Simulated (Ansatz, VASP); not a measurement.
# Two plane-wave programs on AlN

```xyz
2
Lattice="0.0000 2.0353 2.0353 2.0353 0.0000 2.0353 2.0353 2.0353 0.0000" Properties=species:S:1:pos:R:3 pbc="T T T"
Al    0.0000    0.0000    0.0000
N     2.0353    2.0353    2.0353
```

Alike in both runs: task electric field gradients; functional PBE; k mesh 14 × 14 × 14; occupations fermi-dirac, width 0.03 eV; no spin polarisation.

|  | VASP | Ansatz |
| --- | --- | --- |
| version | VASP 6.6.1 | Ansatz 0.2.0 |
| potentials or method | VASP PAW PBE potentials, release 64 (Al, N) | PAW with Ansatz's default frozen-core files, scalar-relativistic |
| plane-wave cutoff (eV) | 520 | 500 |
| valence electrons in the cell | 8 | 8 |

VASP gave:

| Quantity | Value |
| --- | --- |
| gap on the k mesh at the Fermi level (eV) | 4.41 |
| pressure (GPa) | -0.3 |
| Vzz of the field gradient on the site that differs most (V/Å²) | 0.0 |

Q: Which values does Ansatz return?

A: gap on the k mesh at the Fermi level (eV): 4.44; pressure (GPa): 0.0; Vzz of the field gradient on the site that differs most (V/Å²): 0.0.

A k mesh can miss the band edges.
